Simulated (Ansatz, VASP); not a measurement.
**One calculation of MoS2, two programs**

```
Mo S
1.0
     3.16900    0.00000    0.00000
    -1.58450    2.74444    0.00000
     0.00000    0.00000   12.32400
Mo S
2 4
Direct
  0.33333 0.66667 0.25000
  0.66667 0.33333 0.75000
  0.33333 0.66667 0.62300
  0.66667 0.33333 0.12300
  0.33333 0.66667 0.87700
  0.66667 0.33333 0.37700
```

Alike in both runs: task electric field gradients; functional PBE; k mesh 8 × 8 × 2; no spin polarisation.

```csv
,VASP,Ansatz
version,VASP 6.6.1,Ansatz 0.2.0
potentials or method,"VASP PAW PBE potentials, release 64 (Mo_sv, S)","plane waves, PAW"
plane-wave cutoff (eV),520,420
occupations,"methfessel-paxton of order 1, width 0.1 eV","cold, width 0.1 eV"
valence electrons in the cell,52,52
```

VASP gave:

| Quantity | Value |
| --- | --- |
| gap on the k mesh at the Fermi level (eV) | 0.99 |
| Vzz of the field gradient on the site that differs most (V/Å²) | -78.7 |

Question: What did Ansatz give for the same quantities?

Answer: gap on the k mesh at the Fermi level (eV): 0.98; Vzz of the field gradient on the site that differs most (V/Å²): -75.3.

Ansatz warned: «gradients_without_spin_orbit».

 A k mesh can miss the band edges.
